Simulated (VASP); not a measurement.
A run of VASP 6.6.1:

Contents of INCAR:

```
SYSTEM = Ga2O
  ALGO = Normal
  EDIFF = 1E-7
  ENCUT = 520
  GGA = PE
  ISIF = 2
  ISMEAR = -1
  LASPH = .TRUE.
  LCHARG = .TRUE.
  LELF = .TRUE.
  LREAL = .FALSE.
  LVHAR = .TRUE.
  LWAVE = .FALSE.
  NBANDS = 23
  NELM = 100
  PREC = Accurate
  SIGMA = 0.05
```

The input KPOINTS:

```
k-points
0
G
  8 8 7
  0 0 0
```

Contents of POSCAR:

```
Ga2O
1.0
    3.7526843800      0.0000000000      0.0000000000
   -1.8763421900      3.2499200000      0.0000000000
    0.0000000000      0.0000000000      3.7370520900
Ga O
2 1
Direct
    0.6666666700      0.3333333300      0.5000000000
    0.3333333300      0.6666666700      0.5000000000
    0.0000000000      0.0000000000      0.0000000000
```

Potentials or basis: VASP PAW PBE potentials, release 64 (Ga_d, O).

Command:

```bash
$ cat potpaw_PBE.64/Ga_d/POTCAR potpaw_PBE.64/O/POTCAR > POTCAR
$ mpirun -np 1 vasp_std > vasp.out
```

Hardware: 1 thread of Intel(R) Xeon(R) 6975P-C (Granite Rapids) (shared host).

Problem. How long does it take, and how much memory?

Solution. Wall time 18 s on 1 thread of Intel(R) Xeon(R) 6975P-C (Granite Rapids), on a shared host, peak memory 0.17 GiB. Counts: scf iterations 14, k points 40.
